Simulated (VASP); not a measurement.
# I (Cmce) in VASP: single point with PBEsol

Aim: the single point of I with PBEsol.

Program: VASP 6.6.1. These are calculated values, not measurements. Logs are shortened: lines on timing, memory, paths and dates and some standing lists are left out, and cuts for length are marked.

## 1. The cell of the first run

The structure is orthorhombic, space group Cmce (No. 64). Conventional cell: a = 7.902 Å, b = 5.176 Å, c = 10.439 Å, α = 90.00°, β = 90.00°, γ = 90.00°. I (site symmetry m) is surrounded by 1 I at 2.72 Å.

## 2. Single point, PBEsol (Cl replaced by I, lengths x 1.218, strained and moved within the space group)

Input file INCAR:

```
SYSTEM = I
ALGO = Normal
EDIFF = 1E-7
ENCUT = 520
GGA = PS
ISIF = 2
ISMEAR = 0
LASPH = .True.
LCHARG = .True.
LELF = .True.
LREAL = .False.
LVHAR = .True.
LWAVE = .False.
NBANDS = 22
NELM = 100
PREC = Accurate
SIGMA = 0.1
```

Input file KPOINTS:

```
k-points
0
Gamma
  4 4 2
  0 0 0
```

Input file POSCAR:

```
I
1.0
    3.9507932329     -2.5882072094      0.0000000000
    3.9507932329      2.5882072094      0.0000000000
    0.0000000000      0.0000000000     10.4389539882
I
4
Direct
    0.1335353504      0.8664646496      0.1119537245
    0.6335353504      0.3664646496      0.3880462755
    0.8664646496      0.1335353504      0.8880462755
    0.3664646496      0.6335353504      0.6119537245
```

Potentials or basis: VASP PAW PBE potentials, release 64 (I).

Launch:

```sh
$ cat potpaw_PBE.64/I/POTCAR > POTCAR
$ mpirun -np 1 vasp_std > vasp.out
```

OUTCAR:

```text
SYSTEM = I
   EDIFF = 1E-7
   ENCUT = 520
   GGA = PS
   ISIF = 2
   ISMEAR = 0
   LASPH = .True.
   LREAL = .False.
   NELM = 100
   PREC = Accurate

 ion  position               nearest neighbor table
   1  0.134  0.866  0.112-   3 2.72
   2  0.634  0.366  0.388-   4 2.72
   3  0.866  0.134  0.888-   1 2.72
   4  0.366  0.634  0.612-   2 2.72

  LATTYP: Found a base centered orthorhombic cell.
 ALAT       =     5.1764144188
 B/A-ratio  =     1.5264594035
 C/A-ratio  =     2.0166379937

  Lattice vectors:

 A1 = (  -3.9507932329,  -2.5882072094,   0.0000000000)
 A2 = (   3.9507932329,  -2.5882072094,   0.0000000000)
 A3 = (   0.0000000000,   0.0000000000,  10.4389539882)

Analysis of symmetry for initial positions (statically):
=====================================================================
 Subroutine PRICEL returns:
 Original cell was already a primitive cell.

 Routine SETGRP: Setting up the symmetry group for a
 base centered orthorhombic supercell.

 Subroutine GETGRP returns: Found  8 space group operations
 (whereof  4 operations were pure point group operations)
 out of a pool of  8 trial point group operations.

The static configuration has the point symmetry C_2h.
 The point group associated with its full space group is D_2h.

Analysis of symmetry for dynamics (positions and initial velocities):
=====================================================================
 Subroutine PRICEL returns:
 Original cell was already a primitive cell.

 Routine SETGRP: Setting up the symmetry group for a
 base centered orthorhombic supercell.

 Subroutine GETGRP returns: Found  8 space group operations
 (whereof  4 operations were pure point group operations)
 out of a pool of  8 trial point group operations.

The dynamic configuration has the point symmetry C_2h.
 The point group associated with its full space group is D_2h.

 Subroutine INISYM returns: Found  8 space group operations
 (whereof  4 operations are pure point group operations),
 and found     1 'primitive' translations

----------------------------------------------------------------------------------------

                                     Primitive cell

  volume of cell :     213.4865

  direct lattice vectors                    reciprocal lattice vectors
     3.950793233 -2.588207209  0.000000000     0.126556864 -0.193183914  0.000000000
     3.950793233  2.588207209  0.000000000     0.126556864  0.193183914  0.000000000
     0.000000000  0.000000000 10.438953988     0.000000000  0.000000000  0.095795039

  length of vectors
     4.723090485  4.723090485 10.438953988     0.230947320  0.230947320  0.095795039

  position of ions in fractional coordinates (direct lattice)
     0.133535350  0.866464650  0.111953724
     0.633535350  0.366464650  0.388046276
     0.866464650  0.133535350  0.888046276
     0.366464650  0.633535350  0.611953724

  ion indices of the primitive-cell ions
   primitive index   ion index
                 1           1
                 2           2
                 3           3
                 4           4

----------------------------------------------------------------------------------------

 KPOINTS: k-points

Automatic generation of k-mesh.
 Grid dimensions read from file:
 generate k-points for:    4    4    2

 Generating k-lattice:

  Cartesian coordinates                     Fractional coordinates (reciprocal lattice)
     0.031639216 -0.048295979  0.000000000     0.250000000 -0.000000000  0.000000000
     0.031639216  0.048295979  0.000000000    -0.000000000  0.250000000  0.000000000
     0.000000000  0.000000000  0.047897519     0.000000000  0.000000000  0.500000000

  Length of vectors
     0.057736830  0.057736830  0.047897519

  Shift w.r.t. Gamma in fractional coordinates (k-lattice)
     0.000000000  0.000000000  0.000000000

 Subroutine IBZKPT returns following result:
 ===========================================

 Found     14 irreducible k-points:

 Following reciprocal coordinates:
            Coordinates               Weight
  0.000000  0.000000  0.000000      1.000000
  0.250000  0.000000  0.000000      4.000000
  0.500000  0.000000  0.000000      2.000000
  0.250000  0.250000  0.000000      2.000000
  0.500000  0.250000  0.000000      4.000000
 -0.250000  0.250000  0.000000      2.000000
  0.500000  0.500000  0.000000      1.000000
  0.000000  0.000000  0.500000      1.000000
  0.250000  0.000000  0.500000      4.000000
  0.500000  0.000000  0.500000      2.000000
  0.250000  0.250000  0.500000      2.000000
  0.500000  0.250000  0.500000      4.000000
 -0.250000  0.250000  0.500000      2.000000
  0.500000  0.500000  0.500000      1.000000
   k-points           NKPTS =     14   k-points in BZ     NKDIM =     14   number of bands    NBANDS=     22
   number of dos      NEDOS =    301   number of ions     NIONS =      4
   total plane-waves  NPLWV = 103680
   dimension x,y,z NGX =    36 NGY =   36 NGZ =   80
   dimension x,y,z NGXF=    72 NGYF=   72 NGZF=  160
   ions per type =               4
   NGX,Y,Z   is equivalent  to a cutoff of  12.67, 12.67, 12.74 a.u.
   NGXF,Y,Z  is equivalent  to a cutoff of  25.34, 25.34, 25.48 a.u.
 SYSTEM =  I
   PREC   = accura    normal or accurate (medium, high low for compatibility)
   ISTART =      0    job   : 0-new  1-cont  2-samecut
   ICHARG =      2    charge: 1-file 2-atom 10-const
   ISPIN  =      1    spin polarized calculation?
   LNONCOLLINEAR =      F non collinear calculations
   LSORBIT =      F    spin-orbit coupling
   LASPH  =      T    aspherical Exc in radial PAW
   ENCUT  =  520.0 eV  38.22 Ry    6.18 a.u.   8.78  8.78 19.41*2*pi/ulx,y,z
   NELM   =    100;   NELMIN=  2; NELMDL= -5     # of ELM steps
   EDIFF  = 0.1E-06   stopping-criterion for ELM
   LREAL  =      F    real-space projection
   EDIFFG = 0.1E-05   stopping-criterion for IOM
   NSW    =      0    number of steps for IOM
   IBRION =     -1    ionic relax: 0-MD 1-quasi-New 2-CG
   NFREE  =      0    steps in history (QN), initial steepest desc. (CG)
   ISIF   =      2    stress and relaxation
   ISYM   =      2    0-nonsym 1-usesym 2-fastsym
   POTIM  = 0.5000    time-step for ionic-motion
   TEBEG  =    0.0;   TEEND  =   0.0 temperature during run
   PSTRESS=    0.0 pullay stress
   NELECT =      28.0000    total number of electrons
   NUPDOWN=      -1.0000    fix difference up-down
   EMIN   =  10.00;   EMAX   =-10.00  energy-range for DOS
   EFERMI =   0.00;   METHOD = LEGACY
   ISMEAR =     0;   SIGMA  =   0.10  broadening in eV -4-tet -1-fermi 0-gaus
   EFERMI_NEDOS =   21; number of points for ismear=-14 and -15
   IALGO  =     38    algorithm
   IMIX   =      4    mixing-type and parameters
     AMIX     =   0.40;   BMIX     =  1.00
     AMIX_MAG =   1.60;   BMIX_MAG =  1.00
  volume/ion in A,a.u.               =      53.37       360.17
  Fermi-wavevector in a.u.,A,eV,Ry     =   0.831772  1.571820  9.413108  0.691844
  Thomas-Fermi vector in A             =   1.944715
   LORBIT       =      0    0 simple, 1 ext, 2 COOP (PROOUT), +10 PAW based schemes
   GGA     = PS    functional components
   LHFCALC =     F    Hartree Fock is set to
   AEXX    =    0.0000 exact exchange contribution
   IVDW    =     0    specifies the selected vdW correction
   LEPSILON=     F    determine dielectric tensor
   LRPA    =     F    only Hartree local field effects (RPA)
 non-spin polarized calculation
 Gauss-broadening in eV      SIGMA  =   0.10
  energy-cutoff  :      520.00
  volume of cell :      213.49
 maximum number of plane-waves:      5804
   NGX = 17   NGY = 17   NGZ = 39

 number of electron      27.9999995 magnetization

 Free energy of the ion-electron system (eV)
  ---------------------------------------------------
  ext. energy  EPLUGINS =         0.00000000
  ---------------------------------------------------
  free energy    TOTEN  =        -6.50239744 eV

  energy without entropy =       -6.50239744  energy(sigma->0) =       -6.50239744

 E-fermi :   0.9363     XC(G=0):  -7.1862

 val. band max:        0.5165318616   @ k =   0.0000   0.0000   0.0000
 cond. band min:       1.7007739907   @ k =   0.0000   0.0000   0.0000
 fundamental gap:      1.1842421291
 Fermi energy:         0.9363380184

 k-point     1 :       0.0000    0.0000    0.0000
  band No.  band energies     occupation
      1     -12.5266      2.00000
      2     -12.2940      2.00000
      3     -10.5585      2.00000
      4     -10.0819      2.00000
      5      -3.5058      2.00000
      6      -2.6352      2.00000
[... 14 lines left out ...]
     21       7.8242      0.00000
     22       8.0041      0.00000

 k-point     2 :       0.2500    0.0000    0.0000
  band No.  band energies     occupation
      1     -12.4421      2.00000
      2     -12.2734      2.00000
      3     -10.4877      2.00000
      4     -10.1534      2.00000
      5      -3.4726      2.00000
      6      -2.8786      2.00000
[... 14 lines left out ...]
     21       7.6717      0.00000
     22       8.1434      0.00000

 k-point     3 :       0.5000    0.0000    0.0000
  band No.  band energies     occupation
      1     -12.3030      2.00000
      2     -12.3030      2.00000
      3     -10.3227      2.00000
      4     -10.3227      2.00000
      5      -3.3160      2.00000
      6      -3.3160      2.00000
[... 14 lines left out ...]
     21       8.5590      0.00000
     22       8.5590      0.00000

 k-point     4 :       0.2500    0.2500    0.0000
  band No.  band energies     occupation
      1     -12.4586      2.00000
      2     -12.2448      2.00000
      3     -10.5025      2.00000
      4     -10.0721      2.00000
      5      -3.4355      2.00000
      6      -2.7045      2.00000
[... 14 lines left out ...]
     21       7.7261      0.00000
     22       7.7436      0.00000

 k-point     5 :       0.5000    0.2500    0.0000
  band No.  band energies     occupation
      1     -12.3660      2.00000
      2     -12.2284      2.00000
      3     -10.4215      2.00000
      4     -10.1554      2.00000
      5      -3.3825      2.00000
      6      -2.9785      2.00000
[... 14 lines left out ...]
     21       7.7550      0.00000
     22       7.9373      0.00000

 k-point     6 :      -0.2500    0.2500    0.0000
  band No.  band energies     occupation
      1     -12.3157      2.00000
      2     -12.2909      2.00000
      3     -10.3466      2.00000
      4     -10.2975      2.00000
      5      -3.3589      2.00000
      6      -3.2309      2.00000
[... 14 lines left out ...]
     21       8.0472      0.00000
     22       8.4764      0.00000

 k-point     7 :       0.5000    0.5000    0.0000
  band No.  band energies     occupation
      1     -12.3881      2.00000
      2     -12.1944      2.00000
      3     -10.4450      2.00000
      4     -10.0622      2.00000
      5      -3.3521      2.00000
      6      -2.7720      2.00000
[... 14 lines left out ...]
     21       8.5833      0.00000
     22       9.0216      0.00000

 k-point     8 :       0.0000    0.0000    0.5000
  band No.  band energies     occupation
      1     -12.4211      2.00000
      2     -12.4211      2.00000
      3     -10.3138      2.00000
      4     -10.3138      2.00000
      5      -3.1249      2.00000
      6      -3.1249      2.00000
[... 14 lines left out ...]
     21       7.7826      0.00000
     22       7.7826      0.00000

 k-point     9 :       0.2500    0.0000    0.5000
  band No.  band energies     occupation
      1     -12.3634      2.00000
      2     -12.3634      2.00000
      3     -10.3170      2.00000
      4     -10.3170      2.00000
      5      -3.1853      2.00000
      6      -3.1853      2.00000
[... 14 lines left out ...]
     21       7.9076      0.00000
     22       7.9076      0.00000

 k-point    10 :       0.5000    0.0000    0.5000
  band No.  band energies     occupation
      1     -12.3029      2.00000
      2     -12.3029      2.00000
      3     -10.3232      2.00000
      4     -10.3232      2.00000
      5      -3.2155      2.00000
      6      -3.2155      2.00000
[... 14 lines left out ...]
     21       8.6695      0.00000
     22       8.6695      0.00000

 k-point    11 :       0.2500    0.2500    0.5000
  band No.  band energies     occupation
      1     -12.3608      2.00000
      2     -12.3608      2.00000
      3     -10.2815      2.00000
      4     -10.2815      2.00000
      5      -3.1161      2.00000
      6      -3.1161      2.00000
[... 14 lines left out ...]
     21       7.6311      0.00000
     22       7.6311      0.00000

 k-point    12 :       0.5000    0.2500    0.5000
  band No.  band energies     occupation
      1     -12.3010      2.00000
      2     -12.3010      2.00000
      3     -10.2860      2.00000
      4     -10.2860      2.00000
      5      -3.1687      2.00000
      6      -3.1687      2.00000
[... 14 lines left out ...]
     21       8.0808      0.00000
     22       8.0808      0.00000

 k-point    13 :      -0.2500    0.2500    0.5000
  band No.  band energies     occupation
      1     -12.3033      2.00000
      2     -12.3033      2.00000
      3     -10.3225      2.00000
      4     -10.3225      2.00000
      5      -3.2076      2.00000
      6      -3.2076      2.00000
[... 14 lines left out ...]
     21       8.1796      0.00000
     22       8.1796      0.00000

 k-point    14 :       0.5000    0.5000    0.5000
  band No.  band energies     occupation
      1     -12.2988      2.00000
      2     -12.2988      2.00000
      3     -10.2486      2.00000
      4     -10.2486      2.00000
      5      -3.0988      2.00000
      6      -3.0988      2.00000
[... 14 lines left out ...]
     21       7.5236      0.00000
     22       7.5236      0.00000

------------------------ aborting loop because EDIFF is reached ----------------------------------------

  FORCE on cell =-STRESS in cart. coord.  units (eV):
  Direction    XX          YY          ZZ          XY          YZ          ZX
  --------------------------------------------------------------------------------------
  -------------------------------------------------------------------------------------
  Total       -0.5165059     -2.0404211     -2.6563318      0.0000000      0.0000000      0.0000000
  in kB       -3.8762837    -15.3129922    -19.9352911      0.0000000      0.0000000      0.0000000
  external PRESSURE =     -13.0415223 kB  Pullay stress =       0.0000000 kB

 VOLUME and BASIS-vectors are now :
 -----------------------------------------------------------------------------
  energy-cutoff  :      520.00
  volume of cell :      213.49
      direct lattice vectors                 reciprocal lattice vectors
     3.950793233 -2.588207209  0.000000000     0.126556864 -0.193183914  0.000000000
     3.950793233  2.588207209  0.000000000     0.126556864  0.193183914  0.000000000
     0.000000000  0.000000000 10.438953988     0.000000000  0.000000000  0.095795039

 POSITION                                       TOTAL-FORCE (eV/Angst)
 -----------------------------------------------------------------------------------
      3.95079      1.89697      1.16868         0.000000      0.012738      0.179258
      3.95079     -0.69123      4.05080         0.000000      0.012738     -0.179258
      3.95079     -1.89697      9.27027         0.000000     -0.012738     -0.179258
      3.95079      0.69123      6.38816         0.000000     -0.012738      0.179258
 -----------------------------------------------------------------------------------
    total drift:                               -0.000000      0.000000      0.000000

  FREE ENERGIE OF THE ION-ELECTRON SYSTEM (eV)
  ---------------------------------------------------
  free  energy   TOTEN  =        -6.5023974359 eV

  energy  without entropy=       -6.5023974358  energy(sigma->0) =       -6.50239744
```

Wall time 1.7 min (1 thread of AMD EPYC 7R43 (Zen 3), shared host); peak memory 0.26 GiB.

Results:

```
Free energy            : -6.5024 eV
Pressure               : -1.3 GPa
Largest force          : 0.180 eV/Å
Band gap on the k mesh : 1.18 eV, direct
```

Forces on the atoms (eV/Å):
```
I    0.000  0.013  0.179
I    0.000  0.013 -0.179
I    0.000 -0.013 -0.179
I    0.000 -0.013  0.179
```

Stress tensor (GPa, compression positive):
```
-0.39  0.00  0.00
 0.00 -1.53  0.00
 0.00  0.00 -1.99
```

Levels at points of the mesh, in eV from the valence-band top:
```
           k point  band 11  band 12  band 13  band 14  band 15  band 16  band 17  band 18
(0.00, 0.00, 0.00)    -0.77    -0.31    -0.07     0.00     1.18     2.00     4.84     5.29
(0.50, 0.00, 0.00)    -0.78    -0.78    -0.25    -0.25     1.87     1.87     5.68     5.68
(0.50, 0.50, 0.00)    -1.11    -0.92    -0.39    -0.16     1.23     1.78     5.71     5.95
(0.00, 0.00, 0.50)    -0.68    -0.68    -0.04    -0.04     1.53     1.53     5.33     5.33
(0.50, 0.00, 0.50)    -0.48    -0.48    -0.07    -0.07     1.57     1.57     5.92     5.92
(0.50, 0.50, 0.50)    -0.77    -0.77    -0.59    -0.59     1.47     1.47     6.27     6.27
```

Caveat: the PAW data sets were made with another functional, which shifts forces and pressure a little; spin-orbit coupling is left out, which moves the levels of the heavy elements; this functional lacks dispersion, which binds the layers, so the pressure and a relaxed spacing across them are unreliable. A k mesh can miss the band edges.
